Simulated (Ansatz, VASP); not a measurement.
BN in VASP and in Ansatz

```xyz
2
Lattice="0.0000 1.7829 1.7829 1.7829 0.0000 1.7829 1.7829 1.7829 0.0000" Properties=species:S:1:pos:R:3 pbc="T T T"
B     0.0000    0.0000    0.0000
N     2.6744    2.6744    2.6744
```

Alike in both runs: task single point; functional PBE; k mesh 12 × 12 × 12; occupations gaussian, width 0.02 eV; no spin polarisation.

|  | VASP | Ansatz |
| --- | --- | --- |
| version | VASP 6.6.1 | Ansatz 0.2.0 |
| potentials or method | VASP PAW PBE potentials, release 64 (B, N) | scalar-relativistic, plane waves, PAW |
| plane-wave cutoff (eV) | 520 | 420 |
| valence electrons in the cell | 8 | 8 |

```csv
,VASP,Ansatz,Ansatz less VASP
gap on the k mesh at the Fermi level (eV),4.50,4.51,+0.012
least direct gap on the mesh (eV),9.02,9.03,+0.010
pressure (GPa),20.4,20.0,-0.40
```

The functional is the same, so the differences come from potentials, cutoffs and numerics.

Caveats: so large a pressure means that the cell lies far from this level's equilibrium, or that cutoff or potentials fall short (VASP). A k mesh can miss the band edges.
